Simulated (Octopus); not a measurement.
# Hf (P6_3/mmc) in Octopus: equation of state, part 2 of 2

Octopus 16.4. The steps go on from the part before.

## (3) Equation of state, PBEsol, 21.93 Å³/atom (volume scaled by 0.98)

inp reads:

```
CalculationMode = gs
UnitsOutput = eV_Angstrom
PeriodicDimensions = 3
ExperimentalFeatures = yes
PseudopotentialSet = pseudodojo_pbesol
%LatticeParameters
 1*angstrom | 1*angstrom | 1*angstrom
%
%LatticeVectors
 3.1752449911 | 0 | 0
 -1.5876224956 | 2.7498428256 | 0
 0 | 0 | 5.0238540107
%
%ReducedCoordinates
 "Hf" | 0.6666666667 | 0.3333333333 | 0.75
 "Hf" | 0.3333333333 | 0.6666666667 | 0.25
%
%Spacing
 0.14432932*angstrom | 0.14432932*angstrom | 0.14776041*angstrom
%
DerivativesOrder = 8
%KPointsGrid
 10 | 10 | 5
%
KPointsUseSymmetries = yes
XCFunctional = gga_x_pbe_sol + gga_c_pbe_sol
SmearingFunction = fermi_dirac
Smearing = 0.05*eV
ExtraStates = 10
Eigensolver = chebyshev_filter
ConvRelDens = 3e-7
MaximumIter = 120
```

Potentials or basis: pseudodojo_pbesol (PseudoDojo 0.4, PBEsol).

Launch:

```console
> OMP_NUM_THREADS=1 octopus > out.log
```

Wall time 7.3 min (1 thread of Arm Neoverse V2, shared host); peak memory 1.2 GiB.

Results (log left out):

* Free energy: -3068.4632 eV
* Band gap on the k mesh: none (metal or under the smearing width)

## (4) Equation of state, PBEsol, 22.83 Å³/atom (volume scaled by 1.02)

Edit inp of step 3 so:

```diff
@@ -9,5 +9,5 @@
 %LatticeVectors
- 3.1752449911 | 0 | 0
- -1.5876224956 | 2.7498428256 | 0
- 0 | 0 | 5.0238540107
+ 3.2178708157 | 0 | 0
+ -1.6089354078 | 2.7867578725 | 0
+ 0 | 0 | 5.0912963404
 %
@@ -18,3 +18,3 @@
 %Spacing
- 0.14432932*angstrom | 0.14432932*angstrom | 0.14776041*angstrom
+ 0.14626686*angstrom | 0.14626686*angstrom | 0.14974401*angstrom
 %
@@ -32 +32,6 @@
 MaximumIter = 120
+%Output
+ density | cube
+ elf | cube
+ potential | cube
+%
```

Launch:

```console
> OMP_NUM_THREADS=1 octopus > out.log
```

Wall time 7.3 min (1 thread of Arm Neoverse V2, shared host); peak memory 1.2 GiB.

It converged, with:

* Free energy: -3068.4217 eV
* Band gap on the k mesh: none (metal or under the smearing width)

## (5) Equation of state, PBEsol, 21.49 Å³/atom (volume scaled by 0.96)

Edit inp of step 4 so:

```diff
@@ -9,5 +9,5 @@
 %LatticeVectors
- 3.2178708157 | 0 | 0
- -1.6089354078 | 2.7867578725 | 0
- 0 | 0 | 5.0912963404
+ 3.1534960552 | 0 | 0
+ -1.5767480276 | 2.7310076946 | 0
+ 0 | 0 | 4.9894429718
 %
@@ -18,3 +18,3 @@
 %Spacing
- 0.14626686*angstrom | 0.14626686*angstrom | 0.14974401*angstrom
+ 0.14334073*angstrom | 0.14334073*angstrom | 0.14674832*angstrom
 %
@@ -32,6 +32 @@
 MaximumIter = 120
-%Output
- density | cube
- elf | cube
- potential | cube
-%
```

Launch:

```console
> OMP_NUM_THREADS=1 octopus > out.log
```

Wall time 7.5 min (1 thread of Arm Neoverse V2, shared host); peak memory 1.2 GiB.

Results (log left out):

| Quantity | Value |
| --- | --- |
| Free energy | -3068.4186 eV |
| Band gap on the k mesh | none (metal or under the smearing width) |

## (6) Equation of state, PBEsol, 23.28 Å³/atom (volume scaled by 1.04)

Edit inp of step 5 so:

```diff
@@ -9,5 +9,5 @@
 %LatticeVectors
- 3.1534960552 | 0 | 0
- -1.5767480276 | 2.7310076946 | 0
- 0 | 0 | 4.9894429718
+ 3.2387666662 | 0 | 0
+ -1.6193833331 | 2.8048542099 | 0
+ 0 | 0 | 5.1243576326
 %
@@ -18,3 +18,3 @@
 %Spacing
- 0.14334073*angstrom | 0.14334073*angstrom | 0.14674832*angstrom
+ 0.14721667*angstrom | 0.14721667*angstrom | 0.15071640*angstrom
 %
```

Potentials or basis: pseudodojo_pbesol (PseudoDojo 0.4, PBEsol).

Launch:

```console
> OMP_NUM_THREADS=1 octopus > out.log
```

It took 7.3 min on 1 thread of Arm Neoverse V2, shared host; peak memory 1.2 GiB.

It converged, with:

```yaml
Free_energy: -3068.3822 eV
Band_gap_on_the_k_mesh: none (metal or under the smearing width)
```

## (7) Equation of state, PBEsol, 21.04 Å³/atom (volume scaled by 0.94)

Edit inp of step 6 so:

```diff
@@ -9,5 +9,5 @@
 %LatticeVectors
- 3.2387666662 | 0 | 0
- -1.6193833331 | 2.8048542099 | 0
- 0 | 0 | 5.1243576326
+ 3.1314429137 | 0 | 0
+ -1.5657214569 | 2.7119091138 | 0
+ 0 | 0 | 4.9545506207
 %
@@ -18,3 +18,3 @@
 %Spacing
- 0.14721667*angstrom | 0.14721667*angstrom | 0.15071640*angstrom
+ 0.14233831*angstrom | 0.14233831*angstrom | 0.14572208*angstrom
 %
```

Launch:

```console
> OMP_NUM_THREADS=1 octopus > out.log
```

Run time: 6.9 min. Hardware: 1 thread of Arm Neoverse V2, shared host; peak memory 1.2 GiB.

It converged, with:

* Free energy: -3068.4096 eV
* Band gap on the k mesh: none (metal or under the smearing width)

## (8) Equation of state, PBEsol, 23.72 Å³/atom (volume scaled by 1.06)

Edit inp of step 7 so:

```diff
@@ -9,5 +9,5 @@
 %LatticeVectors
- 3.1314429137 | 0 | 0
- -1.5657214569 | 2.7119091138 | 0
- 0 | 0 | 4.9545506207
+ 3.2593963094 | 0 | 0
+ -1.6296981547 | 2.822720005 | 0
+ 0 | 0 | 5.1569977332
 %
@@ -18,3 +18,3 @@
 %Spacing
- 0.14233831*angstrom | 0.14233831*angstrom | 0.14572208*angstrom
+ 0.14815438*angstrom | 0.14815438*angstrom | 0.15167640*angstrom
 %
```

Potentials or basis: pseudodojo_pbesol (PseudoDojo 0.4, PBEsol).

Launch:

```console
> OMP_NUM_THREADS=1 octopus > out.log
```

out.log:

```text
Running octopus

Version                : 16.4
Optional libraries     :

************************** Calculation Mode **************************
Input: [CalculationMode = gs]
**********************************************************************

Input: [SpinComponents = unpolarized]

******************************* Space ********************************
Octopus will run in 3 dimension(s).
Octopus will treat the system as periodic in 3 dimension(s).
**********************************************************************

Input: [AllElectronType = no]
Input: [PseudopotentialSet = pseudodojo_pbesol]
Reading Coordinates from ReducedCoordinates block

****************************** Species *******************************
  Species 'Hf'
[... 365 lines left out ...]
 ediff =        3.85E-01 abs_dens =  9.87E-02 rel_dens =  4.11E-03
Matrix vector products: 1450
Converged eigenvectors: 0
[... 139 lines left out ...]
*********************** SCF CYCLE ITER #   14 ************************
 etot  = -3.06827431E+03 abs_ev   =  1.08E-04 rel_ev   =  2.51E-07
 ediff =        5.20E-06 abs_dens =  1.11E-06 rel_dens =  4.61E-08
Matrix vector products: 1450
Converged eigenvectors: 179

#  State  KPoint  Eigenvalue [eV]  Occupation    Error
      1       1      -53.549320    2.000000   ( 3.2E-08)
      1       2      -53.545550    2.000000   ( 1.4E-08)
      1       3      -53.544152    2.000000   ( 2.1E-08)
      1       6      -53.540605    2.000000   ( 3.3E-08)
      1       5      -53.540605    2.000000   ( 3.3E-08)
      1       4      -53.538577    2.000000   ( 1.1E-08)
      1       8      -53.535381    2.000000   ( 1.1E-08)
      1       7      -53.534064    2.000000   ( 8.2E-09)
[... 23 lines left out ...]
     22      20       20.726945    0.000000   ( 3.6E-03)
     22      19       20.730192    0.000000   ( 5.9E-03)
     22       7       20.745335    0.000000   ( 1.7E-02)
     22      15       20.789134    0.000000   ( 3.8E-02)
     22      11       21.082672    0.000000   ( 1.8E-02)
     22      12       21.086458    0.000000   ( 1.5E-02)
     22       8       21.152561    0.000000   ( 2.2E-02)
     22       4       21.155584    0.000000   ( 2.0E-02)

Density of states:

-----------------------------%----------------------------------------
-----------------------------%----------------------------------------
-----------------------------%----------------------------------------
-----------------------------%----------------------------------------
-----------------------------%----------------------------------------
-----------------------------%----------------------------------------
-----------------------------%----------------------------------------
%----------------------------%----------------------------%---%-------
%----------------------------%--------------------------%%%%--%%------
%----------------------------%------------------------%%%%%%%%%%%%%---
                                                         ^

Fermi energy =     8.520809 eV

**********************************************************************

Info: SCF converged in   14 iterations

** Warning:
**   Some of the states are not fully converged!

Info: Number of matrix-vector products:      20300
Info: Finished writing information to 'restart/gs'.

Octopus emitted 18 warnings.
```

Wall time 7 min (1 thread of Arm Neoverse V2, shared host); peak memory 1.2 GiB.

Results:

- Free energy: -3068.2879 eV
- Band gap on the k mesh: none (metal or under the smearing width)

## (9) Equation of state, PBEsol

Potentials or basis: pseudodojo_pbesol (PseudoDojo 0.4, PBEsol).

This step only gathers the single runs of the series.

Results:

| Property | Result |
| --- | --- |
| Equilibrium volume | 22.21 Å³/atom (rough: see the caveat) |
| Bulk modulus at fixed shape and positions | 191 GPa (rough) |

Energy against volume, from the lowest point:
```
volume (Å³/atom)  energy (meV/atom)
          21.037              26.83
          21.485              22.30
          21.933               0.00
          22.380               6.97
          22.828              20.78
          23.276              40.53
          23.723              87.66
```

Caveat: the points scatter about the fit; the fit is doubtful: noisy points or a state that changes with volume; the number of grid points is fixed, so the spacing changes with the cell, which shifts volumes and moduli; the cell was scaled at fixed shape and fractional positions, which overstates the stiffness of a crystal with free parameters, most of all of layers and chains.
